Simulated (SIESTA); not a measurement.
**Sb under changes of volume**

One of the cells (31.554 Å³/atom); the others are scaled copies at fixed shape and fractional positions:

```xyz
1
Lattice="3.1600 0.0000 0.0000 0.0000 3.1600 0.0000 0.0000 0.0000 3.1600" Properties=species:S:1:pos:R:3 pbc="T T T"
Sb    0.0000    0.0000    0.0000
```

This isn't the form of Sb at room conditions, which is rhombohedral.

| Item | Value |
| --- | --- |
| Program | SIESTA 5.4.2 |
| Functional | LDA |
| Potentials or basis | PseudoDojo 0.4 standard (LDA files) |
| Basis | DZP (energy shift 0.003 Ry; two zetas on semicore shells) |
| Grid cutoff | 500 Ry |
| Energy shift | 0.003 Ry |
| k mesh | 8 × 8 × 8 |
| Occupations | fermi-dirac, width 0.05 eV |
| Spin | no spin polarisation |

| volume (Å³/atom) | energy over the lowest point (meV/atom) | pressure (GPa) |
| --- | --- | --- |
| 29.661 | 0.00 | -1.9 |
| 30.292 | 9.56 | -3.0 |
| 30.923 | 23.51 | -4.0 |
| 31.554 | 41.22 | -5.0 |
| 32.186 | 62.39 | -5.7 |
| 32.817 | 86.62 | -6.5 |
| 33.448 | ? | ? |

**Question.** What does the run at 33.448 Å³/atom give?

**Answer.** Energy over the lowest point 113.49 meV/atom; pressure -7.1 GPa.

Worked out: A Birch-Murnaghan fit of order 3 (a polynomial in V^(-2/3)) to the other rows has its minimum at 28.78 Å³/atom, just outside them, with B0 = V·E''(V) = 66 GPa and B' = 4.3. It gives 113.53 meV/atom at 33.448 Å³/atom, against the run's 113.49, and -dE/dV = -7.2 GPa, against -7.1.

Energies are extrapolated to zero smearing.

Caveats: the basis of atomic orbitals isn't converged, which shifts pressures, moduli and gaps.
